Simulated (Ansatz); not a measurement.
# Sb: equation of state with PBE0

The system is Sb.

```
CELL_PARAMETERS angstrom
3.12240 0.00000 0.00000
0.00000 4.34752 0.00000
-0.03891 0.00000 4.40585
ATOMIC_POSITIONS crystal
Sb 0.01139 0.25000 0.24117
Sb 0.98861 0.75000 0.75883
```

This isn't the form of Sb at room conditions, which is rhombohedral.

| Quantity | Value |
| --- | --- |
| Program | Ansatz 0.2.0 |
| Task | equation of state |
| Functional | PBE0 |
| Potentials or basis | Ansatz PAW |
| Cutoff | 420 eV |
| Density cutoff | 1680 eV |
| k mesh | 4 × 4 × 4 |
| Occupations | fermi-dirac, width 0.05 eV |
| Spin | no spin polarisation |

The equilibrium volume is 28.84 Å³/atom. The bulk modulus at fixed shape and positions is 67 GPa. The pressure derivative of the bulk modulus is 4.8.

Energy against volume, from the lowest point:
```tsv
volume (Å³/atom)	energy (meV/atom)
28.110	3.94
28.708	0.00
29.306	1.39
29.904	7.51
30.502	17.84
31.100	31.87
31.698	49.20
```

It used 1200 s of CPU time on 2 threads of Intel(R) Xeon(R) Processor @ 2.50GHz (Skylake/Cascade Lake), on a shared host, which was overloaded at the time.

Caveat: the k mesh is coarse (spacing up to 0.50 Å⁻¹), so the values aren't converged, least of all with exact exchange; the cell was scaled at fixed shape and fractional positions, which overstates the stiffness of a crystal with free parameters, most of all of layers and chains; the PAW data sets were made with another functional, which shifts forces and pressure a little. The run has no spin-orbit coupling, so splittings on Sb are missing.
